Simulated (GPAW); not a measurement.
# TiO (P6_3/mmc) in GPAW: notebook

One crystal, TiO, is run at these levels: LDA; tasks: band structure, equation of state.

Everything below comes from runs of GPAW 26.7.0. Logs are shortened: lines on timing, memory, paths and dates and some standing lists are left out, and cuts for length are marked. The log counts tension as positive stress, the text compression.

### 1 Starting point

Symmetry: P6_3/mmc, No. 194, hexagonal system. Conventional cell: a = 2.852 Å, b = 2.852 Å, c = 5.568 Å, α = 90.00°, β = 90.00°, γ = 120.00°. Ti (site symmetry -6m2) is surrounded by 6 O at 2.16 Å. O (site symmetry -3m) is surrounded by 6 Ti at 2.16 Å.

The cell comes from a database or a generator and needn't be the stable form of this composition.

### 2 Band structure, LDA

File run.py:

```python
from ase import Atoms
from ase.dft.bandgap import bandgap
from ase.io import write
from ase.units import GPa
from gpaw import GPAW, PW

atoms = Atoms(['Ti', 'Ti', 'O', 'O'],
              cell=[[2.8516080131, 0.0, 0.0],
                    [-1.4258040066, 2.469564981, 0.0],
                    [0.0, 0.0, 5.567503]],
              scaled_positions=[[0.6666666667, 0.3333333333, 0.75],
                                [0.3333333333, 0.6666666667, 0.25],
                                [0.0, 0.0, 0.5],
                                [0.0, 0.0, 0.0]],
              pbc=True)

calc = GPAW(mode=PW(800),
            xc='LDA',
            kpts={'size': (7, 7, 3), 'gamma': True},
            occupations={'name': 'fermi-dirac', 'width': 0.05},
            nbands=34,
            convergence={'density': 1e-05, 'energy': 1e-05},
            maxiter=150,
            txt='gpaw.txt')
atoms.calc = calc
energy = atoms.get_potential_energy()
forces = atoms.get_forces()
stress = atoms.get_stress()
calc.write('gs.gpw')
write('result.traj', atoms)
print(f'Energy: {energy:.6f} eV')
print('Forces (eV/A):')
print(forces.round(4))
print('Stress (GPa):', (stress / GPa).round(3))
print('Fermi level:', round(calc.get_fermi_level(), 4), 'eV')
print(f'Gap: {bandgap(calc)[0]:.4f} eV, direct: {bandgap(calc, direct=True)[0]:.4f} eV')

path = atoms.cell.bandpath('GMKGALHA,LM,KH', npoints=60, eps=1e-4)
bs_calc = calc.fixed_density(kpts=path, symmetry='off', nbands=47,
                             convergence={'bands': 'CBM+6.0', 'eigenstates': 1e-6}, txt='bands.txt')
bs = bs_calc.band_structure()
bs.write('bs.json')
print(f'Gap on the path: {bandgap(bs_calc)[0]:.4f} eV')
```

Potentials or basis: the program's PAW data sets (release 1.2.1) made for this functional, pw.

The run is started by

```console
> OMP_NUM_THREADS=1 python run.py
```

gpaw.txt:

```text
__  _  _
 | _ |_)|_||  |
 |__||  | ||/\| - 26.7.0

Input parameters:
  mode=PW(ecut=800.0),
  convergence={'density': 1e-05, 'energy': 1e-05},
  kpts=MonkhorstPack(size=(7, 7, 3), gamma=True),
  maxiter=150,
  nbands=34,
  occupations=Occupations(name='fermi-dirac', width=0.05),
  xc=XC(name='LDA')

Diagonalizing LCAO Hamiltonian
Converting LCAO to pw mode

           Ti

       O
        Ti

       O

Atoms  # Å, Bohr magnetons
|   | symbol |         x |        y |        z |    initial magnetic moments |
|---|--------|-----------|----------|----------|-----------------------------|
| 0 |     Ti |  1.425804 | 0.823188 | 4.175627 | ( 0.0000,  0.0000,  0.0000) |
| 1 |     Ti | -0.000000 | 1.646377 | 1.391876 | ( 0.0000,  0.0000,  0.0000) |
| 2 |      O |  0.000000 | 0.000000 | 2.783752 | ( 0.0000,  0.0000,  0.0000) |
| 3 |      O |  0.000000 | 0.000000 | 0.000000 | ( 0.0000,  0.0000,  0.0000) |

Unit cell  # Å
| periodic |         x |        y |        z |  lengths |     angles |
|----------|-----------|----------|----------|----------|------------|
|      yes |  2.851608 | 0.000000 | 0.000000 | 2.851608 |  90.000000 |
|      yes | -1.425804 | 2.469565 | 0.000000 | 2.851608 |  90.000000 |
|      yes |  0.000000 | 0.000000 | 5.567503 | 5.567503 | 120.000000 |

Number of symmetries: 12
Symmetry operations  # r_c * U_cc + t_c -> r_c
|    | kind |            matrix            |
|----|------|------------------------------|
|  0 |  σ   |  1, 1, 0,  0,-1, 0,  0, 0, 1 |
|  1 |  S6  |  1, 1, 0, -1, 0, 0,  0, 0,-1 |
|  2 |  E   |  1, 0, 0,  0, 1, 0,  0, 0, 1 |
|  3 |  C2  |  1, 0, 0, -1,-1, 0,  0, 0,-1 |
|  4 |  C2  |  0, 1, 0,  1, 0, 0,  0, 0,-1 |
|  5 |  C3  |  0, 1, 0, -1,-1, 0,  0, 0, 1 |
|  6 |  S6  |  0,-1, 0,  1, 1, 0,  0, 0,-1 |
|  7 |  σ   |  0,-1, 0, -1, 0, 0,  0, 0, 1 |
|  8 |  σ   | -1, 0, 0,  1, 1, 0,  0, 0, 1 |
|  9 |  i   | -1, 0, 0,  0,-1, 0,  0, 0,-1 |
| 10 |  C3  | -1,-1, 0,  1, 0, 0,  0, 0, 1 |
| 11 |  C2  | -1,-1, 0,  0, 1, 0,  0, 0,-1 |

BZ-sampling:
  Number of BZ points: 147
  Number of IBZ points: 20

  Monkhorst-Pack size: [7, 7, 3]
  Monkhorst-Pack shift: [0, 0, 0]

K-points  # in reciprocal-cell coordinates
|     |                                coordinates |     weight |
|-----|--------------------------------------------|------------|
|   0 | (  0.00000000,   0.00000000,   0.00000000) | 0.00680272 |
|   1 | (  0.00000000,   0.00000000,   0.33333333) | 0.01360544 |
|   2 | (  0.14285714,   0.00000000,  -0.33333333) | 0.04081633 |
|   3 | (  0.14285714,   0.00000000,   0.00000000) | 0.04081633 |
|   4 | (  0.14285714,   0.00000000,   0.33333333) | 0.04081633 |
|   5 | (  0.28571429,  -0.14285714,   0.00000000) | 0.04081633 |
|   6 | (  0.28571429,  -0.14285714,   0.33333333) | 0.08163265 |
|   7 | (  0.28571429,   0.00000000,  -0.33333333) | 0.04081633 |
|   8 | (  0.28571429,   0.00000000,   0.00000000) | 0.04081633 |
|   9 | (  0.28571429,   0.00000000,   0.33333333) | 0.04081633 |
| ... |                                            |            |
|  19 | (  0.42857143,   0.42857143,   0.33333333) | 0.08163265 |

Plane wave coefficients: 2041
Cutoff: 800.0 eV

Spin-components: 1 (collinear spins)
Bands:           34
Projectors:      22
Spin-degeneracy: 2
Datatype:        complex128

Parallelization:
  kpt:    1
  domain: 1
  band:   1

Density:
  Valence electrons: 36.0
  Components: 1
  Grid points: [20 20 40]
  Charge: 0.0  # |e|

Potential:
  Grid points: [20 20 40]

species:
  Ti:
    name:    Titanium
    Z:       22.0
    valence: 12
    core:    10
    charge:  0.0  # [|e|]
    compensation charges:
      type: gauss
      rc: 0.38  # [Å]
      lmax: 2
    cutoffs:
      filter: 2.23  # [Å]
      core: 1.02  # [Å]
    projectors
    | kind |    occ | energy [eV] | rcut [Å] |
    |------|--------|-------------|----------|
    |   3s |  2.000 |     -62.257 |    1.270 |
    |   4s |  2.000 |      -4.593 |    1.270 |
    |   3p |  6.000 |     -38.791 |    1.058 |
    |   4p |  0.000 |      -1.536 |    1.058 |
    |   3d |  2.000 |      -4.463 |    1.058 |
    |    d |        |      22.748 |    1.058 |

    Using partial waves for Ti as LCAO basis

  O:
    name:    Oxygen
    Z:       8.0
    valence: 6
    core:    2
    charge:  0.0  # [|e|]
    compensation charges:
      type: gauss
      rc: 0.21  # [Å]
      lmax: 2
    cutoffs:
      filter: 1.17  # [Å]
      core: 0.83  # [Å]
    projectors
    | kind |    occ | energy [eV] | rcut [Å] |
    |------|--------|-------------|----------|
    |   2s |  2.000 |     -23.752 |    0.688 |
    |   2p |  4.000 |      -9.195 |    0.598 |
    |    s |        |       3.459 |    0.688 |
    |    p |        |      18.016 |    0.598 |
    |    d |        |       0.000 |    0.619 |

    Using partial waves for O as LCAO basis

Reference energy: -50403.714255  # eV

eigensolver:
  PPCG
  Converge bands: occupied
  niter=2

density mixing:
  MSR1-Mixer
  Pratt-step length: 0.05
  Maximum mixing coefficient: 0.75
  Old densities: 10
  SVD Regularization: 0.005
  Good broyden scale: 1.0
  Trust region scale: 1.0
  Backstep threshold: 4.0
  History deletion threshold: 6.0
  Fourier metric: weight=20.0, sigma=0.015

occupation numbers:
  Fermi-Dirac:
    width: 0.0500  # eV

poisson solver:
  ecut: 6400.0  # eV

xc functional:
  name: None

convergence criteria:
[... 6 lines left out ...]
|iter     | |      energy | eigst |  dens |
|---------|-|-------------|-------|-------|
|iter:   1| |  -39.351093 | +0.23 |       |
|iter:   2| |  -38.730123 | -1.89 | -1.06 |
|iter:   3| |  -37.470405 | -1.37 | -1.12 |
|iter:   4| |  -37.464444 | -3.08 | -1.64 |
|iter:   5| |  -37.470757 | -3.35 | -1.85 |
|iter:   6| |  -37.470724 | -4.41 | -2.69 |
|iter:   7| |  -37.470715c| -6.00 | -3.38 |
|iter:   8| |  -37.470717c| -7.20 | -3.99 |
|iter:   9| |  -37.470718c| -8.28c| -4.52 |
|iter:  10| |  -37.470718c| -8.92c| -5.45c|

Converged in 10 steps
Energy contributions relative to reference atoms: (reference = -50403.714255)

Energy contributions:
  Kinetic:          28.703881
  Coulomb:         -29.732740
  Zero:              0.335588
  External:          0.000000
  Xc:              -36.774173
  Entropy:          -0.006548
  Spinorbit:         0.000000
  ----------------------------
  Free energy:     -37.473993
  Extrapolated:    -37.470718

dipole moment: (-7.975158, -13.813379, -15.570764)  # |e|*Ang

Fermi level: 11.710
Eigenvalues  # (at kpt = [0.000, 0.000, 0.000])
| band index |      eig [eV] | occ [0-2] |
|------------|---------------|-----------|
|          0 |       -45.606 |     2.000 |
|        ... |               |           |
|         12 |         5.798 |     2.000 |
|         13 |         6.259 |     2.000 |
|         14 |         6.259 |     2.000 |
|         15 |         6.320 |     2.000 |
|         16 |         9.598 |     2.000 |
|         17 |        11.412 |     1.995 |
[... 8 lines left out ...]
|         26 |        14.487 |     0.000 |
|         27 |        18.054 |     0.000 |
|        ... |               |           |
|         33 |        38.025 |     0.000 |

No gap
No difference between direct/indirect transitions

Forces  # eV/Ang
|        x |        y |        z |
|----------|----------|----------|
|  0.00000 |  0.00000 |  0.00001 |  # Ti   0
|  0.00000 | -0.00000 | -0.00001 |  # Ti   1
| -0.00000 |  0.00000 |  0.00000 |  # O    2
|  0.00000 | -0.00000 |  0.00000 |  # O    3

Stress tensor  # eV/Ang^3
|        x |        y |        z |
|----------|----------|----------|
| 0.093771 | 0.000000 | 0.000000 |
| 0.000000 | 0.093771 | 0.000000 |
| 0.000000 | 0.000000 | 0.114204 |

# Writing to gs.gpw (mode='')
```

Run time: 76 s. Hardware: 1 thread of Arm Neoverse V1, shared host; peak memory 0.35 GiB.

Results:

| Quantity | Value |
| --- | --- |
| Free energy | -37.4740 eV |
| Pressure | -16.1 GPa |
| Band gap along the path | none (metal or under the smearing width) |

Stress tensor (GPa, compression positive):
```
-15.02   0.00   0.00
  0.00 -15.02   0.00
  0.00   0.00 -18.30
```

Levels at the corners of the path, in eV from the Fermi level:
```tsv
point	band 14	band 15	band 16	band 17	band 18	band 19	band 20	band 21	band 22	band 23
Γ	-5.45	-5.45	-5.39	-2.11	-0.30	-0.30	-0.01	0.67	0.67	1.24
M	-6.80	-5.93	-5.60	-2.82	-0.09	0.58	1.29	1.95	2.27	2.57
K	-7.78	-7.78	-6.43	-0.51	-0.51	1.14	1.61	1.61	1.68	2.17
Γ	-5.45	-5.45	-5.39	-2.11	-0.30	-0.30	-0.01	0.67	0.67	1.24
A	-5.72	-5.72	-5.72	-0.67	-0.67	0.54	0.54	0.54	0.54	1.84
L	-7.40	-6.25	-6.25	-1.42	-1.42	1.73	1.73	2.03	2.03	2.21
H	-7.28	-7.01	-7.01	-0.44	-0.44	1.41	1.41	1.79	1.79	1.96
A	-5.72	-5.72	-5.72	-0.67	-0.67	0.54	0.54	0.54	0.54	1.84
L	-7.40	-6.25	-6.25	-1.42	-1.42	1.73	1.73	2.03	2.03	2.21
M	-6.80	-5.93	-5.60	-2.82	-0.09	0.58	1.29	1.95	2.27	2.57
K	-7.78	-7.78	-6.43	-0.51	-0.51	1.14	1.61	1.61	1.68	2.17
H	-7.28	-7.01	-7.01	-0.44	-0.44	1.41	1.41	1.79	1.79	1.96
```

Caveat: the k mesh is coarse (spacing up to 0.38 Å⁻¹), so the values aren't converged; semilocal functionals often make such compounds metallic where correlation or magnetic order opens a gap, which also shifts bond lengths.

### 3 Equation of state, LDA

File run.py:

```python
from ase import Atoms
from ase.eos import EquationOfState
from ase.io import Trajectory
from ase.units import GPa
from gpaw import GPAW, PW

atoms = Atoms(['Ti', 'Ti', 'O', 'O'],
              cell=[[2.8516080131, 0.0, 0.0],
                    [-1.4258040066, 2.469564981, 0.0],
                    [0.0, 0.0, 5.567503]],
              scaled_positions=[[0.6666666667, 0.3333333333, 0.75],
                                [0.3333333333, 0.6666666667, 0.25],
                                [0.0, 0.0, 0.5],
                                [0.0, 0.0, 0.0]],
              pbc=True)

traj = Trajectory('eos.traj', 'w')
volumes, energies = [], []
for x in [0.94, 0.96, 0.98, 1.0, 1.02, 1.04, 1.06]:
    a = atoms.copy()
    a.set_cell(atoms.cell * x**(1 / 3), scale_atoms=True)
    calc = GPAW(mode=PW(800),
                xc='LDA',
                kpts={'size': (7, 7, 3), 'gamma': True},
                occupations={'name': 'fermi-dirac', 'width': 0.05},
                nbands=34,
                convergence={'density': 1e-05, 'energy': 1e-05},
                maxiter=150,
                txt=f'eos-{x:.2f}.txt')
    a.calc = calc
    energies.append(a.get_potential_energy(force_consistent=True))
    volumes.append(a.get_volume())
    p = -a.get_stress()[:3].mean() / GPa
    calc.write(f'eos-{x:.2f}.gpw')
    traj.write(a)
    print(f'{x:.2f} {volumes[-1]:10.4f} A^3 {energies[-1]:14.6f} eV {p:9.3f} GPa', flush=True)

v0, e0, B = EquationOfState(volumes, energies, eos='birchmurnaghan').fit()
print(f'V0 = {v0:.4f} A^3, E0 = {e0:.6f} eV, B0 = {B / GPa:.2f} GPa')
```

Potentials or basis: the program's PAW data sets (release 1.2.1) made for this functional, pw.

The run is started by

```console
> OMP_NUM_THREADS=1 python run.py
```

Run time: 3.1 min. Hardware: 1 thread of Arm Neoverse V1, shared host; peak memory 0.36 GiB.

It converged, with:

| Quantity | Value |
| --- | --- |
| Equilibrium volume | 9.18 Å³/atom (rough: see the caveat) |
| Bulk modulus at fixed shape and positions | 276 GPa (rough) |

Energy against volume, from the lowest point:
```
volume (Å³/atom)  energy (meV/atom)
           9.214               0.00
           9.410               4.60
           9.606              15.54
           9.802              32.07
           9.998              53.56
          10.194              79.53
          10.390             109.46
```

Caveat: the k mesh is coarse (spacing up to 0.38 Å⁻¹), so the values aren't converged; the minimum lies outside the volumes run; the cell was scaled at fixed shape and fractional positions, which overstates the stiffness of a crystal with free parameters, most of all of layers and chains.
